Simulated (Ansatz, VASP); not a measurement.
# As in VASP and in Ansatz

```
As
1.0
     2.69050    0.00000    0.00000
     0.00000    2.69050    0.00000
     0.00000    0.00000    2.69050
As
1
Direct
  0.00000 0.00000 0.00000
```

Alike in both runs: functional PBEsol; k mesh 14 × 14 × 14; occupations fermi-dirac, width 0.05 eV; no spin polarisation.

Ansatz relaxed the structure, and its values are those at the end. VASP's run is a single point on that final structure, the one shown.

```csv
,VASP,Ansatz
version,VASP 6.6.1,Ansatz 0.2.0
potentials or method,"VASP PAW PBE potentials, release 64 (As)","PAW with Ansatz's default frozen-core files, scalar-relativistic"
plane-wave cutoff (eV),520,420
valence electrons in the cell,5,15
```

Ansatz gave:

```
pressure (GPa) : 0.0
```

Task: What did VASP give for the same quantities?

Result: Pressure (GPa): 0.3.

The two sets of potentials don't hold the same shells in valence.

Caveats: the PAW data sets were made with another functional, which shifts forces and pressure a little (VASP).
